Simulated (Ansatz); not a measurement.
The system is TePb.

```
Pb Te
1.0
     0.00000    3.23100    3.23100
     3.23100    0.00000    3.23100
     3.23100    3.23100    0.00000
Pb Te
1 1
Cartesian
  0.0000 0.0000 0.0000
  3.2310 3.2310 3.2310
```

Base run:

| Property | Result |
| --- | --- |
| Program | Ansatz 0.2.0 |
| Functional | SVWN5 |
| Potentials or basis | Ansatz PAW |
| Cutoff | 420 eV (not typed: the program's choice for these potentials) |
| k mesh | 7 × 7 × 7 |
| Occupations | fermi-dirac, width 0.05 eV |
| Spin | no spin polarisation |

Its results: pressure -1.8 GPa.

The run is repeated on the same cell with these changes: functional from SVWN5 to PBE; k mesh from 7 × 7 × 7 to 13 × 13 × 13. What comes out?

Pressure 2.1 GPa.

Several settings changed at once, so the effect can't be laid on one alone.

Caveats: the PAW data sets come from PBE, with cores solved anew for the run's functional, which leaves a small shift of forces and pressure (some runs).
